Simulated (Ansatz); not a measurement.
An element in the fcc structure gives these cold pressures by all-electron LAPW under PBE (Ansatz 0.2.0, scalar-relativistic, no spin polarisation).

```tsv
V (Å³/atom)	P (GPa)
116.55	0.02
110.72	0.13
99.07	0.45
87.41	0.94
75.76	1.60
64.10	2.72
52.45	4.63
46.62	5.92
```

(1) Which element is it?

## Answers

(1) Cs. Its zero-pressure volume in this structure is near 116.5 Å³/atom; the volume and the steepness of P(V) together point to it, though neighbours can come close. Neighbours weren't tried against these numbers.
